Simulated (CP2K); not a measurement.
The system is TiAl3.

```
Ti Al
1.0
     5.06249    0.00000    0.00000
     2.17669    4.57065    0.00000
    -3.61959   -2.28532    2.70271
Ti Al
1 3
Cartesian
  0.0000 0.0000 0.0000
  1.0883 2.2853 1.3514
  2.5312 0.0000 1.3514
  3.6196 2.2853 0.0000
```

The cell comes from a database or a generator and needn't be the stable form of this composition.

Program: CP2K 2026.2. Alike in all runs: task band structure; no spin polarisation; cell as given; k mesh 7 × 7 × 7; smearing fermi-dirac 0.05 eV.

Order these runs on this cell by their pressure, lowest first.
A. level LDA; potentials or basis GTH_POTENTIALS Ti GTH-PADE-q12, Al GTH-PADE-q3; TZVP-MOLOPT-PBE-GTH basis; NGRIDS 5; points a segment of the path (NPOINTS) 6; bands added on the path 2
B. level revPBE; potentials or basis POTENTIAL_UZH Ti GTH-PBE-q12, Al GTH-PBE-q3; TZVP-MOLOPT-PBE-GTH basis; NGRIDS 5; points a segment of the path (NPOINTS) 8; bands added on the path 4
C. level PBEsol; potentials or basis POTENTIAL_UZH Ti GTH-PBE-q12, Al GTH-PBE-q3; TZVP-MOLOPT-PBE-GTH basis; NGRIDS 4; points a segment of the path (NPOINTS) 6; bands added on the path 4

A (-4.1 GPa), C (0.9 GPa), B (2.6 GPa).

Caveats: the basis of atomic orbitals isn't converged, which shifts pressures, moduli and gaps; the potentials were made for another functional, which shifts forces and pressure (some runs).

Runs at the PBE level aren't shown here.
